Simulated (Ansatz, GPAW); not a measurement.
# Ballistic transport through benzoquinonedithiol between two Al chains, from relaxation to T(E), part 2 of 4

Wanted: T(E) of benzoquinonedithiol between two Al chains at a relaxed geometry in two programs, beside the unrelaxed structure.

GPAW 26.7.0 and Ansatz 0.2.0; Ansatz plane waves; relaxation of the junction with the lead ends held; PAW set soft_1 (the session's first sound run).

So far. Step 2 (Relaxing the atoms): The relaxation lowered the energy of the cell by 2.19 eV.

### Step 3. Plane waves, PBE

Plane waves give the reference curve, free of the bias of atom-centred orbitals.

This step: Ansatz plane waves; Landauer transmission by layers, zero bias; PAW set soft_1 (Ansatz 0.2.0).

Input file input.yaml:

```yaml
crystal:
  lattice:
    - [11.8273639746, 0.0, 0.0]
    - [0.0, 9.0, 0.0]
    - [0.0, 0.0, 40.3057427748]
  atoms:
    - { symbol: Al, position: [0.5, 0.5, 0.0297724323] }
    - { symbol: Al, position: [0.5, 0.5, 0.089317297] }
    - { symbol: Al, position: [0.5, 0.5, 0.1488621617] }
    - { symbol: Al, position: [0.5, 0.5, 0.2084070264] }
    - { symbol: Al, position: [0.5, 0.5, 0.2679518911] }
    - { symbol: Al, position: [0.4170508464, 0.4334888899, 0.3261365864] }
    - { symbol: Al, position: [0.5006643845, 0.5019198789, 0.3859252722] }
    - { symbol: S, position: [0.3921029795, 0.4250711111, 0.4284912359] }
    - { symbol: H, position: [0.6336520569, 0.4283708392, 0.454107124] }
    - { symbol: C, position: [0.4593476403, 0.467326333, 0.4665332124] }
    - { symbol: C, position: [0.5719605786, 0.4599438546, 0.4729542882] }
    - { symbol: O, position: [0.2762170063, 0.5115117885, 0.4897835291] }
    - { symbol: C, position: [0.3790619039, 0.5062166277, 0.4942294103] }
    - { symbol: C, position: [0.6208518404, 0.4913717304, 0.5057754387] }
    - { symbol: O, position: [0.7237050162, 0.4862581213, 0.5102158153] }
    - { symbol: C, position: [0.4279286003, 0.5371622753, 0.527079153] }
    - { symbol: C, position: [0.5405413775, 0.5297670052, 0.5335022971] }
    - { symbol: H, position: [0.3662045679, 0.568566023, 0.5459346002] }
    - { symbol: S, position: [0.6079587657, 0.5716988384, 0.5715304599] }
    - { symbol: Al, position: [0.4989788189, 0.4970548624, 0.6141893585] }
    - { symbol: Al, position: [0.5833554267, 0.5648662388, 0.6738592241] }
    - { symbol: Al, position: [0.5, 0.5, 0.7320481089] }
    - { symbol: Al, position: [0.5, 0.5, 0.7915929736] }
    - { symbol: Al, position: [0.5, 0.5, 0.8511378383] }
    - { symbol: Al, position: [0.5, 0.5, 0.910682703] }
    - { symbol: Al, position: [0.5, 0.5, 0.9702275677] }
kpoints:
  mp_grid: { grid: [1, 1, 2] }
hamiltonian:
  xc: pbe
  pseudopotentials: { kind: paw, azcp: { folder: soft_1 } }
scf:
  occupations: { method: fermi_dirac, width: 0.1 }
output:
  transmission:
    leads: [[0, 1]]
    e_range: [-2, 2]
    de: 0.025
    kmesh: [1, 1]
    reduced_basis: true
  write_potential: true
  write_density: true
  volumetric_format: npy
  elf: true
```

The run is started by

```sh
ansatz run input.yaml --threads 4 --pin off --max-ram 8192MiB --backend cpu --events-out ev --progress --plain --runs-dir out
```

Numbers of over 12 decimals in the logs are rounded to 6 here.

The program printed:

```text
[...]
Crystal: 26 atoms, lattice volume = 4290.396 Å³
Basis set: ecut = 420 eV, 83779 PW (Γ)
Bands: 72, of which v1, the nominal top of the filled ones, is band 46 counted from 1 (45 counted from 0)
Symmetry: 1 space group operations
[...]
k-points: 2
[...]
SCF iter   1: F=—  HF=-11986.604742 eV  |F-HF|=—  |Δ(HF+E_count)|=         —  Δρ=2.60e-2  dr2=7.13e1  ethr=3.10e-3  ⟨swp⟩=17.0  Hψ=892  notcnv=0
[...]
SCF iter  14: F=-11973.094437 eV  HF=-11973.094437 eV  |F-HF|=3.65e-9  |Δ(HF+E_count)|=   1.06e-6  Δρ=8.75e-7  dr2=9.28e-8  ethr=1.09e-10  ⟨swp⟩=26.0  Hψ=952  notcnv=0
SCF 1 converged in 14 iterations: F = -11973.094437 eV  dr2 = 9.28e-8
[...]
transmission: 50 of 300 steps passed
transmission: 100 of 300 steps passed
[...]
transmission: 300 of 300 steps passed
WARN: The output density's exchange-correlation potential varies sharply where the density is thin. Do not read a vacuum level from v_tot or v_xc, or from such a field of the output density. On a cell that repeats whose density bears no net charge and no dipole along the vacuum's axis use v_es (v_loc + v_h of the components); under efield.dipole_correction with no amplitude use v_es + v_field, which holds any externa [...]
SCF converged after 14 iterations
Free energy (F): -11973.094437 eV
[...]
Internal energy: -11972.446043 eV  (E = F + TS)
E sigma→0 (E₀):  -11972.770240 eV
Entropy (-TS):   -0.648395 eV (-24.938 meV/atom)
Fermi energy:    -3.343163 eV
[...]
--- Band table (eV) ---
  k-point 0: bands = [... 42 lower, -3.6786, -3.5679, -3.5214, -3.3974, -3.3074, -3.1893, -3.0674, -2.9434, ... 22 higher]
  k-point 1: bands = [... 42 lower, -3.6782, -3.5677, -3.5216, -3.3997, -3.3108, -3.1715, -3.0409, -3.0317, ... 22 higher]
--- Transmission ---
  basis      : 929 plane waves across, 50 finite elements along
  points     : 1, standing for a mesh of 1 x 1
  filling    : by the input's occupations and mesh, since the crystals that have channels conduct as metals do. If one of these is a semiconductor, that mesh has misplaced its level
  energies   : 161 from -2.000000 to 2.000000 eV about the Fermi level, 0.025000 eV apart; the leads are filled to 0.000000 eV, and channels, transmission and decay are at 0.000000 eV
  crystal 0  : Al1, at the sites [0, 1], period 2.4000 Å, over 24.00 Å; its Hamiltonian steps by up to 5.6 meV
    offset         : up to 0.0000 Å between an atom of the period and one for which it stands
    filled         : 11.2 meV over the level at which it is neutral
    channels       : 2.000000e0 a spin
    conductance    : 1.4558e14 S/m² at 300 K; may be off by some 0.0 % by where its bands' edges are placed, 0.0 % from the distance to neutral
  junction   : crystal 0 to crystal 0, 0.70 to 38.60 Å
    transmission   : 5.986291e-3 a spin
    error estimate : 1.461681e-6 a spin from the reduction of the transverse basis, at the most 5.864442e-4 at -1.650000 eV
    conductance    : 5.1074e11 S/m² at 300 K (5.1042e11 on every other energy)
    error estimate : 0.1 % from the energy spacing and 0.0 % from band edges of the leads and from resonances (wavevectors taken as independent; lower de), 0.0 % from the reduction of the transverse basis, 13.3 % from the steps of its leads' Hamiltonians or their offsets (lay more layers), 12.4 % from the distance to neutral
    resistance     : 1.9511e0 Ω µm² beyond half of each lead's own
```

It took 3.8 min on 4 threads of Arm Neoverse V1, shared host; peak memory 4.2 GiB.

Reading the cycles: dr2 is the Hartree energy of the density residual (eV), the measure of convergence; HF is the Harris–Foulkes estimate of the energy, which meets the free energy F at convergence.

This step gave:

- free energy: -11973.0944 eV
- lead level: 0 eV from the Fermi level
- transmission at the Fermi level (one spin): 0.005986
- open channels of the lead at the Fermi level (one spin): 2
- step of the potential along the lead: 5.6 meV
- offset of the lead: 0 Å
- filling of the lead less its bulk value, in size: 11.2 meV
- conductance: 0.007017 G₀

One spin. Table of transmission, zone mean by energy, zero at the Fermi level:

energy (eV), transmission, zone mean and a bar:
```
   -2.000      0.001 
   -1.800      0.024 #
   -1.650      0.806 ########################
   -1.600      0.891 ###########################
   -1.575      0.999 ##############################
   -1.400      0.038 #
   -1.200      0.000 
   -1.000      0.000 
   -0.800      0.000 
   -0.600      0.000 
   -0.400      0.000 
   -0.200      0.000 
    0.000      0.006 
    0.200      0.079 ##
    0.350      0.997 ##############################
    0.400      0.600 ##################
    0.600      0.134 ####
    0.800      0.077 ##
    1.000      0.051 ##
    1.200      0.041 #
    1.400      0.040 #
    1.600      0.046 #
    1.800      0.062 ##
    2.000      0.098 ###
```

One spin. Table of open channels, zone mean by energy, zero at the Fermi level:

```
energy (eV)  open channels, zone mean
     -2.000                         1
     -1.900                         1
     -1.800                         1
     -1.700                         1
     -1.600                         1
     -1.500                         1
     -1.400                         1
     -1.300                         1
     -1.200                         0
     -1.100                         0
     -1.000                         0
     -0.900                         0
     -0.800                         0
     -0.700                         0
     -0.600                         0
     -0.500                         0
     -0.400                         0
     -0.300                         2
     -0.200                         2
     -0.100                         2
      0.000                         2
      0.100                         2
      0.200                         2
      0.300                         2
      0.400                         2
      0.500                         2
      0.600                         2
      0.700                         2
      0.800                         2
      0.900                         2
      1.000                         3
      1.100                         3
      1.200                         3
      1.300                         3
      1.400                         3
      1.500                         3
      1.600                         3
      1.700                         3
      1.800                         3
      1.900                         3
      2.000                         3
```

Crystal 0, spin -, k parallel (0, 0); distinct values, listed up to 1.5 1/Å. The Im kz of the slowest decaying states by energy, zero at the Fermi level:

```
energy (eV)  decay 1 (Å⁻¹)  decay 2 (Å⁻¹)  decay 3 (Å⁻¹)  decay 4 (Å⁻¹)
    -2.0000          0.671          0.673           1.16           1.26
    -1.7500          0.616          0.619           1.14           1.24
    -1.5000          0.556          0.559           1.11           1.21
    -1.2500          0.489          0.493           1.08           1.18
    -1.0000         0.0783          0.411          0.415           1.05
    -0.7500          0.103          0.314          0.319           1.01
    -0.5000          0.116          0.169          0.178          0.981
    -0.2500          0.121          0.947           1.07           1.13
     0.0000          0.119          0.912           1.03           1.10
     0.2500          0.110          0.876           1.00           1.07
     0.5000         0.0937          0.837          0.969           1.04
     0.7500         0.0634          0.797          0.934           1.01
     1.0000          0.754          0.898          0.975          0.982
     1.2500          0.709          0.861          0.941          0.947
     1.5000          0.661          0.822          0.905          0.911
     1.7500          0.609          0.781          0.868          0.874
     2.0000          0.552          0.738          0.829          0.835
```

Crystal 0, spin -, k parallel (0, 0). Re kz of states that move upwards against energy, zero at the Fermi level:

```
energy (eV)  channel 1 (Å⁻¹)  channel 2 (Å⁻¹)  channel 3 (Å⁻¹)
     -2.000             1.13                -                -
     -1.900             1.15                -                -
     -1.800             1.16                -                -
     -1.700             1.18                -                -
     -1.600             1.20                -                -
     -1.500             1.22                -                -
     -1.400             1.24                -                -
     -1.300             1.27                -                -
     -1.200                -                -                -
     -1.100                -                -                -
     -1.000                -                -                -
     -0.900                -                -                -
     -0.800                -                -                -
     -0.700                -                -                -
     -0.600                -                -                -
     -0.500                -                -                -
     -0.400                -                -                -
     -0.300            0.157            0.167                -
     -0.200            0.230            0.237                -
     -0.100            0.285            0.290                -
      0.000            0.330            0.335                -
      0.100            0.371            0.375                -
      0.200            0.407            0.410                -
      0.300            0.440            0.443                -
      0.400            0.471            0.474                -
      0.500            0.500            0.503                -
      0.600            0.527            0.530                -
      0.700            0.553            0.556                -
      0.800            0.578            0.581                -
      0.900            0.602            0.604                -
      1.000            -1.26            0.625            0.627
      1.100            -1.24            0.647            0.649
      1.200            -1.22            0.669            0.671
      1.300            -1.20            0.689            0.691
      1.400            -1.19            0.710            0.711
      1.500            -1.17            0.729            0.731
      1.600            -1.16            0.748            0.750
      1.700            -1.15            0.767            0.769
      1.800            -1.14            0.785            0.787
      1.900            -1.12            0.803            0.804
      2.000            -1.11            0.820            0.822
```

The electrostatic potential energy of an electron (with the applied field's), less the Fermi level, planar mean oscillates, so the rows of the table below give means over windows of 2.39 Å about each position, cut where the curve ends. Its first 14 maxima inside the range that stand out by 2 % of the span (Å: eV): 2.4: 3.94, 4.8: 3.94, 7.2: 3.94, 9.6: 3.90, 11.9: 3.80, 14.3: 3.95, 16.4: 3.86, 18.1: 4.14, 22.2: 4.14, 23.9: 3.86, 26.0: 3.95, 28.4: 3.80, 30.8: 3.90, 33.1: 3.94. Its first 14 minima: 1.5: 3.43, 3.3: 3.43, 5.7: 3.43, 8.7: 3.43, 11.0: 3.36, 12.8: 3.38, 15.2: 3.55, 17.2: 3.57, 20.2: 2.80, 23.1: 3.57, 25.1: 3.55, 27.5: 3.38, 29.3: 3.36, 31.6: 3.43.

Electrostatic potential energy of an electron (with the applied field's), less the Fermi level, planar mean against z; means over each step:

z (Å), electrostatic potential energy of an electron (with the applied field's), less the Fermi level, planar mean (eV) and a bar from the least value:
```
     1.20       3.63 ######################
     3.58       3.62 ######################
     5.97       3.63 ######################
     8.36       3.62 #####################
    10.75       3.54 ##################
    13.14       3.57 ###################
    15.53       3.71 ##########################
    17.92       3.72 ###########################
    20.31       3.21 
    22.70       3.78 ##############################
    25.09       3.72 ###########################
    27.48       3.55 ##################
    29.87       3.56 ##################
    32.26       3.62 ######################
    34.65       3.63 ######################
    37.04       3.62 ######################
    39.43       3.56 ###################
```

The valence density, planar mean by z:

z (Å), valence density, planar mean (e/Å³) and a bar:
```
        0      0.013 #
        1      0.010 
        2      0.013 #
        3      0.012 #
        4      0.011 
        5      0.013 #
        6      0.010 
        7      0.013 #
        8      0.011 
        9      0.012 #
       10      0.013 #
       11      0.010 
       12      0.013 #
       13      0.010 
       14      0.012 #
       15      0.012 #
       16      0.014 #
       17      0.038 #######
       18      0.037 #######
       19      0.077 ##################
       20      0.124 ##############################
       21      0.094 ######################
       22      0.046 ##########
       23      0.037 #######
       24      0.020 ###
       25      0.011 
       26      0.012 #
       27      0.010 
       28      0.013 #
       29      0.012 #
       30      0.011 
       31      0.013 #
       32      0.010 
       33      0.013 #
       34      0.010 
       35      0.012 #
       36      0.013 #
       37      0.010 
       38      0.013 #
       39      0.010 
       40      0.013 #
```

Valence density in the ca plane at fractional y = 0.486, with atoms of Al and C and O within 0.2 Å of it. It is the smooth field of the valence electrons, not physical close to the nuclei.

Values in e/Å³, 13 rows by 16 columns, each cell a mean:
```
0.0 0.0 0.0 0.0 0.0 0.0 0.0 0.0 0.0 0.0 0.0 0.0 0.0 0.0 0.0 0.0
0.0 0.0 0.0 0.0 0.0 0.0 0.0 0.0 0.0 0.0 0.0 0.0 0.0 0.0 0.0 0.0
0.0 0.0 0.0 0.0 0.0 0.0 0.0 0.0 0.0 0.0 0.0 0.2 0.6 0.1 0.0 0.0
0.0 0.0 0.0 0.0 0.0 0.0 0.0 0.0 0.0 0.0 0.0 1.2 4.7 0.2 0.1 0.1
0.0 0.0 0.0 0.0 0.0 0.0 0.0 0.0 0.0 0.1 0.5 1.1 1.7 0.2 0.5 0.3
0.2 0.2 0.1 0.1 0.1 0.1 0.1 0.1 0.1 0.2 1.4 1.3 1.2 1.0 0.6 0.5
0.2 0.3 0.1 0.3 0.2 0.2 0.2 0.1 0.3 0.4 1.6 0.5 0.6 1.0 0.2 0.2
0.1 0.1 0.1 0.2 0.2 0.2 0.2 0.2 0.8 0.9 1.2 1.4 1.2 0.7 0.1 0.1
0.0 0.0 0.0 0.1 0.1 0.1 0.0 0.1 0.5 0.5 0.3 2.1 0.5 0.2 0.0 0.0
0.0 0.0 0.0 0.0 0.0 0.0 0.0 0.0 0.1 0.1 0.4 3.6 0.4 0.0 0.0 0.0
0.0 0.0 0.0 0.0 0.0 0.0 0.0 0.0 0.0 0.0 0.0 0.2 0.0 0.0 0.0 0.0
0.0 0.0 0.0 0.0 0.0 0.0 0.0 0.0 0.0 0.0 0.0 0.0 0.0 0.0 0.0 0.0
0.0 0.0 0.0 0.0 0.0 0.0 0.0 0.0 0.0 0.0 0.0 0.0 0.0 0.0 0.0 0.0
```
Columns run along c (16.0 Å, from fractional 0.21 to 0.61 of the cell), rows up along a (11.8 Å). Atoms in or near the plane, at fractional coordinates: Al at (0.27, 0.50), Al at (0.39, 0.50), C at (0.47, 0.46), C at (0.49, 0.38), C at (0.51, 0.62), O at (0.51, 0.72).

Electrostatic potential energy in the ca plane at fractional y = 0.486, with atoms of Al and C and O within 0.2 Å of it. With pseudopotentials it is smooth inside the atoms' cores, unlike the true potential.

Ten even steps from '0' (-37 eV) to '9' (3 eV), each cell a mean:
```
99999999999999999999999999999999999999999999
99999999999999999999999999999999999999999999
99999999999999999999999999999999999999999999
99999999999999999999999999999999999999999999
99999999999999999999999999999999999999999999
99999999999999983149999999999999999999999999
99999999999999950017999999999999999999999999
99999999998899860038999888999999988888999999
99988999988766610037887557888899876567889889
98777889998500220035676446777788864446888778
86444578998400266630047777654457875456875445
74797478888512688751168887559856887778855885
75576477776000578754689988547746888888864774
87555663245101334510489998755568899999886556
88888740016775000454689999888889999999988888
99999874358887201688889999999999999999999999
99999998899995003899999999999999999999999999
99999999999995003999999999999999999999999999
99999999999999668999999999999999999999999999
99999999999999999999999999999999999999999999
99999999999999999999999999999999999999999999
99999999999999999999999999999999999999999999
99999999999999999999999999999999999999999999
99999999999999999999999999999999999999999999
```
Columns run along c (16.0 Å, from fractional 0.36 to 0.76 of the cell; values clipped at the 3rd and 97th percentile), rows up along a (11.8 Å). Atoms in or near the plane, at fractional coordinates: Al at (0.39, 0.50), C at (0.47, 0.46), C at (0.49, 0.38), C at (0.51, 0.62), O at (0.51, 0.72), Al at (0.61, 0.50), Al at (0.73, 0.50).

ELF in the ca plane at fractional y = 0.486, with atoms of Al and C and O within 0.2 Å of it. It is the smooth field of the valence electrons, not physical close to the nuclei.

Ten even steps from '0' (0.00) to '9' (0.98), each cell a mean:
```
00000000000000000000000000000000000000000000
00000000000000000000000000000000000000000000
00000000000000000000000000000000000000000000
00000000000000000000000000122221100000000000
00000000000000110000000001367776510000000000
00000000000012343100000000489888730023310000
11111110000025776300013310168558720367631001
22334432000157898720038862036776302789852002
55567764101379999951039996564244214789873124
77778886211489999972016874597368656778875347
97447997422589977663101464465577567667884148
95244998644789634155312588731136665335751438
95126999735899720488656633541247874102543558
86358998413899832688768855885775564101588999
64457888546898522588767645742786687400389999
32234578889987311479997301465532478610169999
11112357899985100268986115767630035300037898
00000135788863000146751048867862000000013676
00000013456531000012210037888863000000001232
00000001233210000000000013455432000000000000
00000000011000000000000000011110000000000000
00000000000000000000000000000000000000000000
00000000000000000000000000000000000000000000
00000000000000000000000000000000000000000000
```
Columns run along c (16.0 Å, from fractional 0.24 to 0.64 of the cell), rows up along a (11.8 Å). Atoms in or near the plane, at fractional coordinates: Al at (0.27, 0.50), Al at (0.39, 0.50), C at (0.47, 0.46), C at (0.49, 0.38), C at (0.51, 0.62), O at (0.51, 0.72), Al at (0.61, 0.50).

The largest of the program's own error estimates on the conductance is 13 %. T at the Fermi level is 0.00599 of 2 open channels a spin.

(Continued in part 3 of 4.)

[Logs are printed without paths, hosts, clocks, repeated set-up lines and the standing remarks that a program may print on its own settings, such as how far it seeks lower states.]

[Hosts, paths, dates, database ids (printed as entryN), source tags and the programs' standing remarks are cut or masked in the printed files.]
